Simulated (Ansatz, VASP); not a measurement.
## One calculation of MgO, two programs

Contents of INCAR:

```
ALGO = Normal
EDIFF = 1E-7
ENCUT = 520
GGA = PE
ISIF = 2
ISMEAR = 0
LASPH = True
LCHARG = False
LREAL = False
LWAVE = False
NBANDS = 26
NELM = 100
PREC = Accurate
SIGMA = 0.05
```

Contents of KPOINTS:

```
k-points
0
Gamma
  9 9 2
```

File POSCAR:

```
MgO
1.0
    3.4446000000      0.0000000000      0.0000000000
   -1.7223000000      2.9831111059      0.0000000000
    0.0000000000      0.0000000000     10.5138967343
Mg O
4 4
Direct
    0.3333333333      0.6666666667      0.9694906392
    0.0000000000      0.0000000000      0.2208211786
    0.0000000000      0.0000000000      0.7208211786
    0.6666666667      0.3333333333      0.4694906392
    0.3333333333      0.6666666667      0.7800420079
    0.0000000000      0.0000000000      0.5296443544
    0.0000000000      0.0000000000      0.0296443544
    0.6666666667      0.3333333333      0.2800420079
```

Input for Ansatz:

```yaml
crystal:
  lattice:
    - [3.4446, 0.0, 0.0]
    - [-1.7223, 2.9831111059, 0.0]
    - [0.0, 0.0, 10.5138967343]
  atoms:
    - { symbol: Mg, position: [0.3333333333, 0.6666666667, 0.9694906392] }
    - { symbol: Mg, position: [0.0, 0.0, 0.2208211786] }
    - { symbol: Mg, position: [0.0, 0.0, 0.7208211786] }
    - { symbol: Mg, position: [0.6666666667, 0.3333333333, 0.4694906392] }
    - { symbol: O, position: [0.3333333333, 0.6666666667, 0.7800420079] }
    - { symbol: O, position: [0.0, 0.0, 0.5296443544] }
    - { symbol: O, position: [0.0, 0.0, 0.0296443544] }
    - { symbol: O, position: [0.6666666667, 0.3333333333, 0.2800420079] }
basis:
  ecutwfc: 520.0
kpoints:
  mp_grid: { grid: [9, 9, 2] }
hamiltonian:
  xc: pbe
  pseudopotentials: { kind: paw, azcp: { folder: soft_1 } }
scf:
  occupations: { method: gaussian, width: 0.05 }
output:
  forces: true
  stress: true
  eigenvalues: true
  write_density: true
  write_potential: true
  elf: true
  volumetric_format: npy
```

Alike in both runs: task single point; functional PBE; k mesh 9 × 9 × 2; occupations gaussian, width 0.05 eV; no spin polarisation.

|  | VASP | Ansatz |
| --- | --- | --- |
| version | VASP 6.6.1 | Ansatz 0.2.0 |
| potentials or method | VASP PAW PBE potentials, release 64 (Mg, O) | scalar-relativistic, plane waves, PAW |
| plane-wave cutoff (eV) | 520 | 520 |
| valence electrons in the cell | 32 | 64 |

```csv
,VASP,Ansatz,Ansatz less VASP
gap on the k mesh at the Fermi level (eV),2.85,2.87,+0.021
least direct gap on the mesh (eV),2.85,2.87,+0.021
pressure (GPa),-9.4,-9.0,+0.43
largest component of the traceless stress (GPa),5.61,5.53,-0.080
rms of the force components (eV/Å),0.151,0.151,-0.0008
```

Atom by atom the forces differ by 0.001 eV/Å (rms over components). The two sets of potentials don't hold the same shells in valence.

PBE gaps usually lie below the measured ones, often by a third to a half.
